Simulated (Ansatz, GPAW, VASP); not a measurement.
**WC: 3 runs at one level of theory**

```
W C
1.0
     2.90650    0.00000    0.00000
    -1.45325    2.51710    0.00000
     0.00000    0.00000    2.83660
W C
1 1
Direct
  0.00000 0.00000 0.00000
  0.66667 0.33333 0.50000
```

Alike in all runs: task single point; functional PBE; k mesh 10 × 10 × 9; occupations gaussian, width 0.02 eV; no spin polarisation; no spin-orbit coupling. Pressure is positive in compression and, in plane waves, holds the error of the finite cutoff.

```csv
program and potentials,plane-wave cutoff (eV),notes,pressure (GPa)
"GPAW, GPAW PAW data sets (gpaw-data 1.2.1)",800,-,?
"VASP, PBE PAW files C, W_sv, release 54, 520 eV",520,-,6.75
"Ansatz, all-electron LAPW, scalar-relativistic",-,-,5.69
```

**Question.** Estimate from the other rows what the run with GPAW, GPAW PAW data sets (gpaw-data 1.2.1) gave.

**Answer.** Pressure 5.36 GPa. The other rows, which needn't bracket it: pressure 5.69 to 6.75.
